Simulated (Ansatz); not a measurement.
# An O vacancy and H started in the widest void in alpha-quartz SiO2, 72 atoms, charge +1

How does the host give way around this defect, what does it cost to form, and which levels does it put into the gap? The levels of theory are PBEsol, HSE06 and r²SCAN.

Method: density functional theory in Ansatz 0.2.0, PAW datasets, plane waves.

## Step 1: Starting point

72 atoms (24 Si, 47 O, 1 H); a = 9.902 Å, b = 9.902 Å, c = 10.886 Å, α = 90.00°, β = 90.00°, γ = 120.00°. All atoms were shaken off their sites by about 0.02 Å along each axis. Defect site 1: (0.427, 0.294, 0.440). Defect site 2: (0.466, 0.210, 0.549).

Plan of the steps: (2) PBEsol relaxation at the single k point (¼, ¼, ¼), on 1 × NVIDIA GB300 with 8 threads of Arm Neoverse-V2; (3) HSE06 single point at the single k point (¼, ¼, ¼), on 1 × NVIDIA GB300 with 8 threads of Arm Neoverse-V2; (4) r²SCAN single point at the single k point (¼, ¼, ¼), on 1 × NVIDIA GB300 with 8 threads of Arm Neoverse-V2.

## Step 2: Relaxing the atoms with PBEsol

The input, in.yaml:

```yaml
crystal:
  lattice:
    - [9.901639, 0.000000, 0.000000]
    - [-4.950819, 8.575071, 0.000000]
    - [0.000000, 0.000000, 10.885880]
  atoms:
    - { symbol: Si, position: [0.231202, 0.001596, 0.167858] }
    - { symbol: Si, position: [0.230887, 0.998147, 0.667460] }
    - { symbol: Si, position: [0.235661, 0.498787, 0.168876] }
    - { symbol: Si, position: [0.235227, 0.503992, 0.667703] }
    - { symbol: Si, position: [0.731996, 0.998823, 0.168310] }
    - { symbol: Si, position: [0.735608, 0.004130, 0.669938] }
    - { symbol: Si, position: [0.735590, 0.502154, 0.171601] }
    - { symbol: Si, position: [0.737644, 0.505429, 0.667562] }
    - { symbol: Si, position: [0.002605, 0.238814, 0.334121] }
    - { symbol: Si, position: [0.000906, 0.236459, 0.835777] }
    - { symbol: Si, position: [0.998454, 0.735088, 0.332775] }
    - { symbol: Si, position: [0.001544, 0.737235, 0.831188] }
    - { symbol: Si, position: [0.501461, 0.234285, 0.336850] }
    - { symbol: Si, position: [0.499358, 0.232204, 0.833666] }
    - { symbol: Si, position: [0.497352, 0.733412, 0.332861] }
    - { symbol: Si, position: [0.500625, 0.735126, 0.832942] }
    - { symbol: Si, position: [0.261978, 0.264277, 0.996069] }
    - { symbol: Si, position: [0.261077, 0.264339, 0.499092] }
    - { symbol: Si, position: [0.262159, 0.765084, 0.004938] }
    - { symbol: Si, position: [0.265244, 0.765704, 0.500913] }
    - { symbol: Si, position: [0.767186, 0.267476, 0.000833] }
    - { symbol: Si, position: [0.763915, 0.265271, 0.498266] }
    - { symbol: Si, position: [0.763238, 0.767370, 0.000768] }
    - { symbol: Si, position: [0.764951, 0.761847, 0.501534] }
    - { symbol: O, position: [0.203527, 0.132549, 0.108792] }
    - { symbol: O, position: [0.210275, 0.134413, 0.607304] }
    - { symbol: O, position: [0.206409, 0.631315, 0.106149] }
    - { symbol: O, position: [0.206281, 0.635125, 0.609957] }
    - { symbol: O, position: [0.706211, 0.129287, 0.106773] }
    - { symbol: O, position: [0.704565, 0.130251, 0.608127] }
    - { symbol: O, position: [0.709952, 0.633996, 0.108277] }
    - { symbol: O, position: [0.708008, 0.633256, 0.610559] }
    - { symbol: O, position: [0.367628, 0.076806, 0.275861] }
    - { symbol: O, position: [0.369309, 0.070883, 0.774221] }
    - { symbol: O, position: [0.361214, 0.567714, 0.274419] }
    - { symbol: O, position: [0.367719, 0.574657, 0.775387] }
    - { symbol: O, position: [0.867037, 0.074780, 0.273843] }
    - { symbol: O, position: [0.865134, 0.075091, 0.773956] }
    - { symbol: O, position: [0.867555, 0.573487, 0.273733] }
    - { symbol: O, position: [0.870993, 0.576422, 0.773494] }
    - { symbol: O, position: [0.428273, 0.297646, 0.942922] }
    - { symbol: O, position: [0.427258, 0.795765, 0.438260] }
    - { symbol: O, position: [0.431186, 0.800577, 0.939915] }
    - { symbol: O, position: [0.927922, 0.293401, 0.445105] }
    - { symbol: O, position: [0.924468, 0.293604, 0.940777] }
    - { symbol: O, position: [0.924797, 0.788890, 0.442516] }
    - { symbol: O, position: [0.926952, 0.790913, 0.938539] }
    - { symbol: O, position: [0.133289, 0.205497, 0.393641] }
    - { symbol: O, position: [0.130920, 0.206348, 0.894268] }
    - { symbol: O, position: [0.133444, 0.706165, 0.391947] }
    - { symbol: O, position: [0.134161, 0.710091, 0.892700] }
    - { symbol: O, position: [0.635102, 0.206056, 0.396242] }
    - { symbol: O, position: [0.630985, 0.207293, 0.891327] }
    - { symbol: O, position: [0.629859, 0.704184, 0.393077] }
    - { symbol: O, position: [0.635157, 0.707920, 0.895993] }
    - { symbol: O, position: [0.071152, 0.364067, 0.226687] }
    - { symbol: O, position: [0.072104, 0.369301, 0.726150] }
    - { symbol: O, position: [0.075656, 0.866014, 0.226843] }
    - { symbol: O, position: [0.072094, 0.867320, 0.725859] }
    - { symbol: O, position: [0.578109, 0.370593, 0.228371] }
    - { symbol: O, position: [0.576672, 0.368316, 0.728726] }
    - { symbol: O, position: [0.571995, 0.868037, 0.227237] }
    - { symbol: O, position: [0.572449, 0.866894, 0.729156] }
    - { symbol: O, position: [0.294313, 0.423654, 0.059651] }
    - { symbol: O, position: [0.293915, 0.425151, 0.561731] }
    - { symbol: O, position: [0.295724, 0.928003, 0.055465] }
    - { symbol: O, position: [0.296061, 0.930176, 0.559601] }
    - { symbol: O, position: [0.791106, 0.429279, 0.059083] }
    - { symbol: O, position: [0.790408, 0.427200, 0.557064] }
    - { symbol: O, position: [0.793096, 0.926665, 0.055921] }
    - { symbol: O, position: [0.797168, 0.925179, 0.560931] }
    - { symbol: H, position: [0.468347, 0.209736, 0.550504] }
  symmetry: { detect: false }
kpoints:
  mp_grid: { grid: [1, 1, 1], shift: [0.25, 0.25, 0.25] }
hamiltonian:
  xc: pbesol
total_charge: 1
scf:
  occupations: { method: fermi_dirac, width: 0.01 }
relax:
  f_tol: 0.03
  max_steps: 80
  escape_saddle: false
  adjacent_minimum: "off"
output:
  forces: true
  eigenvalues: true
  populations: true
  charged_corrections: { epsilon: 4.5 }
```

Further steps of the session: HSE06 on the final geometry; r²SCAN single point.

Before running it: what results should come out? Wanted: for each run, formation energy; host gap; top filled to lowest empty.

The runs gave:

| level | time | formation energy (eV) | host gap (eV) | top filled to lowest empty (eV) |
| --- | --- | --- | --- | --- |
| PBEsol, relaxation | 14 s (GPU) | 3.01 | 5.75 | 4.45 |
| HSE06 | 19 s (GPU) | 2.05 | 7.72 | 6.30 |
| r²SCAN | 5.3 s (GPU) | 3.02 | 6.52 | 5.14 |

```
     quantity                              value
   relaxation  13 recorded steps, 4.93 eV gained
largest shift                       1.80 Å (H72)
```

The relaxation lowers the energy by 4.93 eV; the largest shift is 1.80 Å (H72). The formation energy at E_F = VBM goes from 3.01 eV (PBEsol) to 2.05 eV (HSE06), as the host gap goes from 5.75 to 7.72 eV. The reservoirs are the elements' reference phases; where the defect changes the composition, the value depends on that choice. r²SCAN puts 1 localised level over 0.1 eV inside the gap, at 5.25 (empty) eV, the tightest of them shared by about 6 atoms. Exact exchange costs time: HSE06 ran about 3.7 times as long as r²SCAN on the same kind of device. The host's edges were read at Γ, so band-like levels at this k point need not coincide with them. One k point and a cell of this size can leave errors of several tenths of an eV. The dielectric constant of 4.5 in the correction is an assumed value.
